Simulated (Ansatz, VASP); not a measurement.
H: VASP beside Ansatz

File INCAR:

```
SYSTEM = H
PREC = Accurate
ENCUT = 520
EDIFF = 1E-6
ISMEAR = 0
SIGMA = 0.02
LREAL = .FALSE.
LASPH = .TRUE.
NELM = 100
ALGO = Fast
ISIF = 2
LWAVE = .FALSE.
LCHARG = .FALSE.
GGA = PS
NBANDS = 10
```

Contents of KPOINTS:

```
regular mesh
0
G
  9 9 6
  0 0 0
```

Contents of POSCAR:

```
H
1.0
    3.7483129042      0.0575251537     -0.0715416298
   -1.8243382076      3.1598378658      0.1430895565
   -0.0940193047      0.1628557682      5.3365417894
H
4
Direct
    0.2925619221      0.6509209930      0.1722876791
    0.7074380779      0.3583590608      0.6722876791
    0.6693209952      0.3300204657      0.8277123209
    0.3306790048      0.6606994805      0.3277123209
```

Input for Ansatz:

```yaml
crystal:
  lattice:
    - [3.7483129042, 0.0575251537, -0.0715416298]
    - [-1.8243382076, 3.1598378658, 0.1430895565]
    - [-0.0940193047, 0.1628557682, 5.3365417894]
  atoms:
    - { symbol: H, position: [0.2925619221, 0.650920993, 0.1722876791] }
    - { symbol: H, position: [0.7074380779, 0.3583590608, 0.6722876791] }
    - { symbol: H, position: [0.6693209952, 0.3300204657, 0.8277123209] }
    - { symbol: H, position: [0.3306790048, 0.6606994805, 0.3277123209] }
basis:
  ecutwfc: 420
kpoints:
  mp_grid: { grid: [9, 9, 6] }
hamiltonian:
  xc: pbesol
scf:
  occupations: { method: gaussian, width: 0.02 }
output:
  forces: true
  stress: true
  eigenvalues: true
```

Alike in both runs: task single point; functional PBEsol; k mesh 9 × 9 × 6; occupations gaussian, width 0.02 eV; no spin polarisation.

|  | VASP | Ansatz |
| --- | --- | --- |
| version | VASP 6.6.1 | Ansatz 0.2.0 |
| potentials or method | VASP PAW PBE potentials, release 64 (H) | scalar-relativistic, plane waves, PAW |
| plane-wave cutoff (eV) | 520 | 420 |
| valence electrons in the cell | 4 | 4 |

```tsv
	VASP	Ansatz	Ansatz less VASP
gap on the k mesh at the Fermi level (eV)	7.94	7.94	+0.001
least direct gap on the mesh (eV)	7.97	7.97	+0.001
pressure (GPa)	-3.0	-2.9	+0.10
largest component of the traceless stress (GPa)	5.57	5.60	+0.035
rms of the force components (eV/Å)	1.172	1.179	+0.0071
```

Atom by atom the forces differ by 0.007 eV/Å (rms over components). Ansatz warned: «structure_snapped_to_symmetry».

Caveats: the PAW data sets were made with another functional, which shifts forces and pressure a little (VASP); an odd mesh through Γ misses points on the zone boundary, where band edges often lie.
